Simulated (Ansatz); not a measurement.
## Nudged elastic band run: Si16H, charge +1

Input file:

```yaml
crystal:
  lattice:
    - [0.0, 5.43, 5.43]
    - [5.43, 0.0, 5.43]
    - [5.43, 5.43, 0.0]
  atoms:
    - { symbol: Si, position: [0.00383341, 0.01977342, -0.00570621] }
    - { symbol: Si, position: [0.13992239, 0.13847448, 0.11234723] }
    - { symbol: Si, position: [0.00507519, 0.01438461, 0.48533667] }
    - { symbol: Si, position: [0.15829748, 0.08161651, 0.63008113] }
    - { symbol: Si, position: [0.00704659, 0.5114047, -0.00791757] }
    - { symbol: Si, position: [0.13538498, 0.64538499, 0.10299294] }
    - { symbol: Si, position: [0.00208363, 0.5504033, 0.47370605] }
    - { symbol: Si, position: [0.13677551, 0.64013861, 0.61885432] }
    - { symbol: Si, position: [0.51195945, 0.00240777, -0.00649493] }
    - { symbol: Si, position: [0.63098349, 0.12578631, 0.12351888] }
    - { symbol: Si, position: [0.53129026, -0.0240669, 0.49688486] }
    - { symbol: Si, position: [0.6320935, 0.12419357, 0.62109618] }
    - { symbol: Si, position: [0.50879977, 0.49934642, 0.00230555] }
    - { symbol: Si, position: [0.6347083, 0.62998125, 0.118106] }
    - { symbol: Si, position: [0.51005971, 0.49758865, 0.49037155] }
    - { symbol: Si, position: [0.63964896, 0.60114067, 0.62974647] }
    - { symbol: H, position: [0.1767827, 0.31577635, 0.49406618] }
total_charge: 1
basis:
  ecutwfc: 420.0
kpoints:
  mp_grid: { grid: [2, 2, 2] }
hamiltonian:
  xc: pbe
scf:
  occupations: { method: gaussian, width: 0.02 }
  lower_state_search: "off"
  max_iter: 64
neb:
  images: 4
  f_tol: 0.05
  max_iterations: 25
  order_check: false
  climbing: false
  final_atoms:
    - { symbol: Si, position: [-0.00411829, 0.00395618, 0.00395618] }
    - { symbol: Si, position: [0.13329197, 0.12162489, 0.12162489] }
    - { symbol: Si, position: [0.00609511, -0.00850168, 0.49651845] }
    - { symbol: Si, position: [0.13228549, 0.1034225, 0.63166859] }
    - { symbol: Si, position: [0.00609511, 0.49651845, -0.00850168] }
    - { symbol: Si, position: [0.13228549, 0.63166859, 0.1034225] }
    - { symbol: Si, position: [0.00218755, 0.49784158, 0.49784158] }
    - { symbol: Si, position: [0.14230209, 0.61534292, 0.61534292] }
    - { symbol: Si, position: [0.50597354, -0.00612104, -0.00612104] }
    - { symbol: Si, position: [0.62313136, 0.12164228, 0.12164228] }
    - { symbol: Si, position: [0.50553856, -0.00834034, 0.49654104] }
    - { symbol: Si, position: [0.6337504, 0.11251488, 0.6198242] }
    - { symbol: Si, position: [0.50553856, 0.49654104, -0.00834034] }
    - { symbol: Si, position: [0.6337504, 0.6198242, 0.11251488] }
    - { symbol: Si, position: [0.51338262, 0.48677943, 0.48677943] }
    - { symbol: Si, position: [0.62709529, 0.61546681, 0.61546681] }
    - { symbol: H, position: [0.14782371, 0.35242225, 0.35242225] }
```

Command:

```bash
$ ansatz run input.yaml --threads 1 --pin off --max-ram 3072MiB --backend cpu --events-out ev --progress --plain --runs-dir out
```

Output, in part (warnings, iteration lines):

```
NEB end point (image 0): max|allowed force component| = 1.345e-2 eV/Å (the criterion of neb.relax_end_points is 1.000e-2)
NEB end point (image 5): max|allowed force component| = 8.781e-3 eV/Å (the criterion of neb.relax_end_points is 1.000e-2)
NEB iter   1: max|band force component| = 1.448e0 eV/Å  barrier→ = 0.3632 eV  barrier← = 0.0022 eV  Δτ_max = 0.0929 Å  (45 SCF iters)
NEB iter   2: max|band force component| = 7.659e-1 eV/Å  barrier→ = 0.3610 eV  barrier← = 0.0000 eV  Δτ_max = 0.1224 Å  (26 SCF iters)
NEB iter   3: max|band force component| = 3.296e-1 eV/Å  barrier→ = 0.3610 eV  barrier← = 0.0000 eV  Δτ_max = 0.0362 Å  (23 SCF iters)
NEB iter   4: max|band force component| = 6.857e-2 eV/Å  barrier→ = 0.3610 eV  barrier← = 0.0000 eV  Δτ_max = 0.0246 Å  (20 SCF iters)
NEB iter   5: max|band force component| = 2.692e-2 eV/Å  barrier→ = 0.3610 eV  barrier← = 0.0000 eV  Δτ_max = 0.0000 Å  (19 SCF iters)
```

The forces met the threshold. The highest image is an end point: on this band no image between the ends rises above it. Limits of this set-up: coarse k mesh, charged cell in a uniform background, uncorrected.

Final band (atoms are numbered from 1 in the order of the input):

| image | path coordinate (Å) | energy (eV) | Si4–H17 (Å) |
| --- | --- | --- | --- |
| 0 | 0.00 | 0.00 | 1.60 |
| 1 | 0.28 | 0.00 | 1.61 |
| 2 | 0.55 | 0.00 | 1.61 |
| 3 | 0.83 | 0.05 | 1.65 |
| 4 | 1.10 | 0.23 | 1.80 |
| 5 | 1.38 | 0.36 | 2.03 |

Time of the run: 2.5 min on 1 thread of Intel(R) Xeon(R) Platinum 8259CL CPU @ 2.50GHz (Skylake/Cascade Lake) (shared host), peak memory 0.81 GiB.
